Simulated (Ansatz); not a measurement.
# SiC: energy against volume in PBE, exact exchange and the RPA

One table from this session's results is given with a row withheld; the runs are named, their logs left out.

The runs shown are made with Ansatz 0.2.0. PBE orbitals, norm-conserving pseudopotentials, plane waves. The values are computed, spin-unpolarised, and not measurements.

**The cell**

The cell was relaxed beforehand with r2SCAN; volume changes: +0 %, -5 %, +5 %, -10 %, +10 %.

Space group P6_3mc (No. 186), hexagonal; a = 3.075 Å, c = 5.048 Å in the conventional setting, 10.34 Å³ an atom. Si has 4 C at 1.88–1.90 Å; C has 4 Si at 1.88–1.90 Å.

Structure file:

```
CELL_PARAMETERS angstrom
3.07536 0.00000 0.00000
-1.53768 2.66334 0.00000
0.00000 0.00000 5.04811
ATOMIC_POSITIONS crystal
Si 0.33333 0.66667 0.49959
Si 0.66667 0.33333 0.99959
C 0.33333 0.66667 0.87541
C 0.66667 0.33333 0.37541
```

The first run:

Contents of input.yaml:

```yaml
crystal:
  lattice:
    - [3.0753564053, 0.0, 0.0]
    - [-1.5376782026, 2.6633367727, 0.0]
    - [0.0, 0.0, 5.048108716]
  atoms:
    - { symbol: Si, position: [0.3333333333, 0.6666666667, 0.4995917782] }
    - { symbol: Si, position: [0.6666666667, 0.3333333333, 0.9995917782] }
    - { symbol: C, position: [0.3333333333, 0.6666666667, 0.8754082218] }
    - { symbol: C, position: [0.6666666667, 0.3333333333, 0.3754082218] }
kpoints:
  mp_grid: { grid: [6, 6, 2] }
hamiltonian:
  xc: pbe
  pseudopotentials: { kind: nc }
scf:
  occupations: { method: fixed }
output:
  rpa_energy:
    ecut_chi_ladder: [232, 260, 289, 320, 352]
    long_wavelength: optical_limit
basis:
  ecutwfc: 1115.666836
```

Among the steps run: The unscaled cell; Volume -5 %; Volume +5 %; Volume -10 %; Volume +10 %.

One of the session's tables, all rows but one given; the rest of the session is left out.

Energies in meV/atom from the unscaled cell:

```
volume (Å³/atom)    PBE  exact exchange  EXX+RPA  RPA correlation
           9.303  111.1            83.7     87.2              3.5
           9.820      ?               ?        ?                ?
          10.337    0.0             0.0      0.0              0.0
          10.854    4.7            23.5     15.9             -7.6
          11.371   38.3            78.8     60.2            -18.6
```

**Question.** Estimate the row for volume (Å³/atom) = 9.820.

Worked estimate for «PBE». A straight line through the neighbours (9.303, 111.1) and (10.337, 0.0) gives 111.1 + (0.0 − 111.1) × (9.820 − 9.303) / (10.337 − 9.303) = 55.5; a parabola fitted to 3 rows on both sides gives 35.5.

**Answer.** PBE: 32.1; exact exchange: 16.6; EXX+RPA: 20.4; RPA correlation: 3.8. In «PBE» the line misses by +23.4 and the parabola by +3.4.
